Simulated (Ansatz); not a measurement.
CdSe:

```xyz
2
Lattice="0.0000 3.0703 3.0703 3.0703 0.0000 3.0703 3.0703 3.0703 0.0000" Properties=species:S:1:pos:R:3 pbc="T T T"
Cd    0.0000    0.0000    0.0000
Se    1.5351    1.5351    1.5351
```

Measurements of this composition are mostly on another form, of space group No. 186.

```yaml
Program: Ansatz 0.2.0
Task: relaxation of cell and atoms
Functional: PBEsol
Potentials_or_basis: Ansatz PAW
Cutoff: "420 eV (not typed: the program's choice for these potentials)"
k_mesh: 8 × 8 × 8
Occupations: fermi-dirac, width 0.05 eV
Spin: no spin polarisation
```

At the start: volume 28.94 Å³/atom.

Task: Where does the relaxation end?

Result: It ends after 4 steps and the volume is 28.13 Å³/atom (-2.8 %); space group F-43m (No. 216, to 0.05 Å).

Step by step:
| step | energy change (eV) | largest force (eV/Å) | volume (Å³) |
| --- | --- | --- | --- |
| 1 | 0.0000 | 0.0000 | 57.88 |
| 2 | -0.0070 | 0.0000 | 55.74 |
| 3 | -0.0077 | 0.0000 | 56.26 |
| 4 | -0.0074 | 0.0000 | 56.26 |

Final structure:
```
CELL_PARAMETERS angstrom
0.00000 3.04132 3.04132
3.04132 0.00000 3.04132
3.04132 3.04132 0.00000
ATOMIC_POSITIONS crystal
Cd 0.00000 0.00000 0.00000
Se 0.25000 0.25000 0.25000
```

Caveat: the plane-wave basis is chosen anew once the cell has moved, so the energies of steps on either side of that aren't comparable; the PAW data sets come from PBE, with cores solved anew for the run's functional, which leaves a small shift of forces and pressure.
